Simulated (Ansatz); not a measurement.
Set up this calculation in Ansatz 0.2.0, as the native input.

* Task: Born charges and dielectric tensor
* Functional: PBEsol
* Potentials or basis: all-electron PAW datasets made for the crystal
* Cutoff: 290 eV (chosen from the basis error)
* k mesh: 8 × 8 × 8
* Occupations: fixed
* Spin: no spin polarisation

Crystal: CdS (Hawleyite).

```xyz
2
Lattice="0.0000 2.9165 2.9165 2.9165 0.0000 2.9165 2.9165 2.9165 0.0000" Properties=species:S:1:pos:R:3 pbc="T T T"
Cd    0.0000    0.0000    0.0000
S     4.3748    4.3748    4.3748
```

One way to write it, as run:

input.yaml

```yaml
crystal:
  lattice:
    - [0.0, 2.9165, 2.9165]
    - [2.9165, 0.0, 2.9165]
    - [2.9165, 2.9165, 0.0]
  atoms:
    - { symbol: Cd, position: [0.0, 0.0, 0.0] }
    - { symbol: S, position: [0.75, 0.75, 0.75] }
kpoints:
  mp_grid: { grid: [8, 8, 8] }
scf:
  occupations: { method: fixed }
hamiltonian:
  xc: pbesol
  pseudopotentials: { kind: all_electron, datasets: crystal }
output: {}
dielectric: {}
```

Potentials or basis: all-electron PAW datasets made for the crystal.

Launch:

```sh
$ ansatz run input.yaml --threads 1 --pin off --max-ram 3072MiB --backend cpu --events-out ev --progress --plain --runs-dir out
```

It gave:

```yaml
Band_gap_on_the_k_mesh: 1.00 eV, direct
Electronic_dielectric_tensor_diagonal: 6.32
Born_charges_mean_of_the_diagonal: Cd +2.18; S -2.18 e
```

Caveat: the program warned that the printed levels may be off, so bands, gaps and densities of states are rough.

Wall time 2.7 min on 1 thread of Intel(R) Xeon(R) Processor @ 2.50GHz (Skylake/Cascade Lake), on a shared host, peak memory 0.98 GiB.
